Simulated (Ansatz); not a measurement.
The calculation used DFT r2SCAN, scalar-relativistic, plane waves, PAW in Ansatz 0.2.0. All cells share a 500 eV cutoff and Γ-centred k meshes spaced at most 0.3 Å⁻¹ (0.19 for metals, 2π included).

All energies are static (0 K, no zero-point motion). Larger cells and other orderings weren't all tried, so the list isn't exhaustive. The k mesh leaves about 4 meV/atom of noise in metals. No run is spin-polarised.

(1) Order these relaxed structures of NbH2 by energy, lowest first, with the energy over the lowest of them.
A. Space group Fm-3m (No. 225), cubic, a = 4.547 Å. Nb has 8 H at 1.97 Å; around H lie 4 Nb at 1.97 Å and 6 H at 2.27 Å.
B. Space group P6_3/mmc (No. 194), hexagonal, a = 3.125 Å, c = 5.602 Å. Around Nb lie 8 H at 1.92–2.01 Å; H is coordinated by 1 H at 1.76 Å, 4 Nb at 1.92–2.01 Å and 3 H at 2.08 Å.

Results:

(1) A (0 meV/atom), B (150 meV/atom).